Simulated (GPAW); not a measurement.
The system is HfC.

```
CELL_PARAMETERS angstrom
3.28805 0.00000 0.00000
1.64402 2.84753 0.00000
1.64402 0.94918 2.68468
ATOMIC_POSITIONS crystal
Hf 0.50000 0.50000 0.50000
C 0.00000 0.00000 0.00000
```

Program: GPAW 26.7.0. Alike in all runs: cell as given; k mesh 8 × 8 × 8; smearing fermi-dirac 0.05 eV.

**Question.** Order these runs on this cell by their pressure, lowest first.
A. level PBEsol+U; potentials or basis PAW data sets generated in the run's folder for this functional, pw; spin off; U Hf d U = 3.5 eV; cutoff (eV) 600; maxiter 120; convergence default
B. level PBE; potentials or basis PAW data sets generated in the run's folder for this functional, pw; spin off; cutoff (eV) 800; maxiter 150; band path GXWKGLUWLK,UX; band points 80
C. level SCAN; potentials or basis GPAW PAW data sets (gpaw-data 1.2.1), pw; spin SOC, no magnetisation; cutoff (eV) 800; maxiter 150; band path GXWKGLUWLK,UX; band points 80; spin axis theta (degrees) 54.7

**Answer.** C (-4.5 GPa), B (1.3 GPa), A (7.8 GPa).

Caveats: the cutoff is short for stress and forces, so pressures can be off by a GPa or more (some runs); U without spin polarisation on a metal has little footing (some runs); the U is typed as a test and isn't derived for this compound (some runs); spin-orbit coupling was added after a scalar SCF, so levels and gaps hold it while energy, forces, pressure and moments don't (some runs); the PAW data sets were made with another functional, which shifts forces and pressure a little (some runs).
